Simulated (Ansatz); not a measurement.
Si (lonsdaleite), relaxed with r2SCAN in the plane-wave code Ansatz. It is hexagonal, P6_3/mmc (No. 194); a = 3.832 Å, c = 6.341 Å in the conventional setting, 20.16 Å³ an atom. Si is surrounded by 4 Si at 2.35–2.37 Å.

The axes x, y and z are those of this cell:
```xyz
4
Lattice="3.8321 0.0000 0.0000 -1.9161 3.3187 0.0000 0.0000 0.0000 6.3412" Properties=species:S:1:pos:R:3 pbc="T T T"
Si    0.0000    2.2125    0.0036
Si    1.9161    1.1062    3.1742
Si    0.0000    2.2125    2.3744
Si    1.9161    1.1062    5.5450
```

Unstrained: PBE gives an indirect gap of 0.425 eV, from Γ to M; the least direct gap is 1.037 eV at Γ. The r2SCAN gap is indirect, 0.608 eV (Γ to M), below the direct gap of 1.362 eV at Γ. HSE06 gives an indirect gap of 0.972 eV, from Γ to M; the least direct gap is 1.696 eV at Γ. Meshes: PBE 12×12×4, r2SCAN 12×12×4, HSE06 6×6×4. Strains are changes of length per length. After each strain the atoms were relaxed again with r2SCAN within the symmetry that the strain leaves, so tilts or polar shifts that break it weren't tested; points keep the names that they have in the unstrained zone. No spin polarisation and no zero-point or thermal motion.

Problem. Apply isotropic -1.03 % on every length. How far does the gap move, against the unstrained cell?

Solution. PBE: the gap goes from 0.425 to 0.354 eV (-0.071 eV); with r2SCAN the top three valence levels at Γ, grouped 2+1 from the top over 377 meV, become 2+1 over 404 meV. r2SCAN: the gap goes from 0.608 to 0.538 eV (-0.070 eV). HSE06: the gap goes from 0.972 to 0.900 eV (-0.072 eV). The r2SCAN energy rises by 6.0 meV an atom.

Problem. Apply uniaxial +0.86 % along x, other directions held. How far does the gap move, against the unstrained cell?

Solution. PBE: the gap goes from 0.425 to 0.331 eV (-0.094 eV); with r2SCAN the top three valence levels at Γ, grouped 2+1 from the top over 377 meV, become 1+1+1 over 373 meV. r2SCAN: the gap goes from 0.608 to 0.506 eV (-0.102 eV). HSE06: the gap goes from 0.972 to 0.872 eV (-0.100 eV). The r2SCAN energy rises by 0.9 meV an atom.

The meshes of the hybrids are coarse, so their gaps aren't converged to the digits shown.

The splittings at Γ are without spin-orbit coupling, which regroups them where it is of like size or larger.
